## Question: what comes next when nearly fcc tin is stretched at fixed volume?

I have a density functional scan of a tin crystal that is stretched or flattened along its c axis while the volume stays the same. The energy is counted from the undisturbed cell, and a negative pressure means that the crystal is under tension and would like to shrink. The last point is open:

Sn in space group Immm (conventional a = 3.453, b = 3.551, c = 4.677 Å; 28.67 Å³/atom), not relaxed beforehand, deformed along c at fixed volume. Ansatz 0.2.0, plane-wave PAW, scalar-relativistic PBEsol without spin polarisation, cutoff 420 eV, 22×22×22 k mesh, Gaussian smearing 0.15 eV. Free energies are relative to the undisturbed cell; pressure is positive in compression.

```csv
axial ratio (over its starting value),energy change (meV/atom),pressure (GPa)
0.85,5.2,-3.95
0.92,1.5,-3.76
0.96,0.4,-3.70
1.0,0.0,-3.63
1.1,0.8,-3.56
1.2,?,?
```

Two things puzzle me. The cell is almost face-centred cubic, so I thought symmetry would put the bottom of the energy valley exactly at the fcc shape, but the numbers don't look like that. And what energy and pressure should I expect at axial ratio 1.2?

## Answer

**Where the fcc shape lies.** This is neither of the familiar forms of tin, the grey diamond-like one or the white metallic one. It is a close-packed arrangement with twelve near neighbours, described in a body-centred cell. In such a cell the fcc shape has c/√(ab) = √2, and your undisturbed cell has 1.34. The stretch passes the fcc value at an axial ratio of about 1.06, between your rows 1.0 and 1.1.

**Why symmetry would fix the valley in a perfect cube.** A cube has three equivalent axes. If a small stretch along one of them lowered the energy, the same stretch along each of the others would lower it by the same amount. But equal stretches along the three axes, at fixed volume, add up to no change of shape at all. The first-order effect must therefore be zero, and the energy curve is level at the fcc shape. Symmetry alone does not say whether that level point is a valley floor or a hilltop.

**Why that argument fails here.** Your cell has b longer than a by 2.8 %, and the scan keeps this distortion throughout. The cube is slightly sheared across c, so c is no longer equivalent to the other two cube axes. The energy may then have a slope at the fcc shape, and the valley is free to move. The table suggests that it has moved, as far as such widely spaced points can tell: a parabola forced to have its minimum at the fcc shape, with its height fitted to the five known rows, puts row 1.1 below the undisturbed cell, whereas the calculation puts it 0.8 meV/atom above.

**A simple model.** Lengths multiply in a stretch, so the natural measure of shape is x = ln r, where r is the axial ratio. Near a valley a smooth energy is a slope term plus a curvature term. A least-squares fit to the five known rows, held at zero for the undisturbed cell, gives

E ≈ −6.09 x + 157.5 x² (meV/atom).

It follows the known energies to about 0.1 meV/atom and has its minimum near r = 1.02. That position is soft knowledge, because the valley floor is so flat that changes of mesh or smearing could move it.

**How soft the crystal is.** At fixed volume, c grows by 2x/3 while a and b shrink by x/3. For a nearly cubic crystal the elastic energy per volume is then (2/3)C′x², where C′ is the stiffness against this change of shape. The fitted curvature corresponds to C′ ≈ 1.3 GPa. Metallic tin resists a change of volume with some tens of GPa, so this lattice yields to this particular change of shape far more easily than to squeezing.

**Why softness matters for the valley.** A slope displaces the minimum of a parabola by the slope divided by twice the x² coefficient. At the fcc shape, x = 0.057, the fitted slope is −6.09 + 2 × 157.5 × 0.057 ≈ 12 meV/atom per unit of x. Divided by 315, this shifts the valley by about 4 % in axial ratio. In a crystal ten times as stiff, the same slope would shift it by only 0.4 %, and the symmetry rule would seem to hold. 
The slope itself, though, is only as good as the fitted parabola.

**Does the difference between a and b explain the whole fitted slope?** Perhaps not. The outputs of your runs also hold the stresses along each axis. The tension along b exceeds that along a by 0.59 GPa at ratio 1.0 and by 0.89 GPa at 1.1, so keeping b longer than a costs more energy the further the crystal is stretched. If that cost grows with the square of the distortion, it adds a slope of about 4 meV/atom per unit of x, a third of the fitted one. Yet by the symmetry argument a true slope at the fcc shape can have no other source. So either the parabola overstates the slope there, or the cost of the distortion changes less evenly than this estimate assumes. A parabola need not hold even for a perfect cube, because stretching and flattening are different changes of shape. Closely spaced points around the fcc shape, once with this distortion and once with a = b, would tell.

**The energy at 1.2, worked through.** Here x = ln 1.2 = 0.1823. The slope term gives −6.09 × 0.1823 = −1.11, and the curvature term gives 157.5 × 0.1823² ≈ 5.2. Their sum is 4.1 meV/atom. This row took no part in the fit.

**How far to trust it.** Only one known row lies on the far side of the fcc shape, and it is still close to the valley floor. Adding a cubic term to the fit lowers the forecast to 3.3 meV/atom, so the choice of curve alone matters by nearly 1 meV/atom. The widely spaced points could also hide some finer structure. An error bar of ±2.0 meV/atom is my judgement of both together.

**The pressure at 1.2.** The tension eases as the crystal is stretched, but on the whole ever more slowly. From 0.85 to 1.0 the pressure rises by 0.32 GPa, and from 1.0 to 1.1 by only 0.07 GPa. A parabola in x through the five known pressures, again by least squares, is practically level between 1.1 and 1.2.

The forecasts for axial ratio 1.2 are therefore:

- **Energy:** it climbs again, clearly above row 1.1 but below row 0.85; about 4.1 ± 2.0 meV/atom.
- **Pressure:** still tension, almost unchanged from row 1.1; about −3.56 ± 0.15 GPa.

Here is the computed row:

The withheld rows as computed:

```csv
axial ratio (over its starting value),energy change (meV/atom),pressure (GPa)
1.2,5.5,-3.55
```

**What came true and what did not.** The pressure is met to about 0.01 GPa. The energy of 5.5 meV/atom lies inside the error bar, but the model is too low by 1.4 meV/atom, a quarter of the computed value. The forecast order is wrong: row 1.2 lies slightly above row 0.85, not below it. I had stated that order more firmly than my own error bar allowed.

**What the miss reveals.** The forecast leaned on row 1.1, the only known row beyond the fcc shape. A parabola drawn exactly through rows 0.85, 0.92 and 1.0 would give about 1.3 meV/atom at ratio 1.1 and about 5.3 at ratio 1.2, uncertain by some tenths because the table is rounded. The withheld energy thus lies close to this continuation of the flattened side, while row 1.1, at 0.8 meV/atom, lies below it.

Including row 1.1 made the fitted curve too gentle on the stretched side. The cubic term did worse still, because it bent further to follow that one row and carried the bend on to ratio 1.2.

**Is row 1.1 an outlier?** The stresses say no. They give the slope of the energy directly: about −8, 27 and 81 meV/atom per unit of x at ratios 1.0, 1.1 and 1.2. Averaging the slopes of neighbouring rows predicts rises of 0.9 and then 4.7 meV/atom, close to the 0.8 and 4.7 in the table. Row 1.1 therefore agrees with its neighbours, and the curve really steepens beyond it, more than a single parabola allows. The good match of the flattened-side parabola at 1.2 is partly luck, since its slope there is only about 61.

What causes the steepening is open. Energies and stresses share one mesh and one smearing, so more points between 1.0 and 1.2 on a denser mesh would be the next step.

**Why the pressure column matters as much as the energy.** Pressure is minus the change of energy with volume, P = −dE/dV. A shape under stronger tension lowers its energy more when the crystal is allowed to shrink. Row 0.85 has a pressure 0.32 GPa lower than the undisturbed cell, and 1 GPa equals 6.24 meV/Å³. Compressing both by 1 Å³ per atom, about 3.5 % of the volume, therefore lowers row 0.85 by 0.32 × 6.24 ≈ 2.0 meV/atom relative to the undisturbed cell.

The two ends of the scan, almost level at this volume, then part company. To first order, row 0.85 drops from 5.2 to 3.2 meV/atom, while row 1.2 rises from 5.5 to 6.0. The valley moves as well: adding the fitted pressure curve to the fitted energy curve shifts the minimum from 1.02 to 0.99. Compression favours the flatter shapes.

This bears directly on how you use the scan. Every row is under tension, so the cell is larger than this level of theory would choose. The absolute pressures may be somewhat off, since the atomic datasets were made for a different functional, but an error common to the rows cancels in the differences used above. If you want the preferred shape of this crystal at zero pressure, relax the volume and the difference between a and b first, and then repeat the scan; the valley found here belongs to this volume and this distortion.

**For a neighbouring case,** ask two questions. Does symmetry still make the stretched axis equivalent to the others? If so, the curve must be level at the cubic shape; if not, the valley can wander, and it wanders further the softer the crystal is. Then ask how much of a forecast hangs on a single row: fit again without it, and see how far the forecast moves.
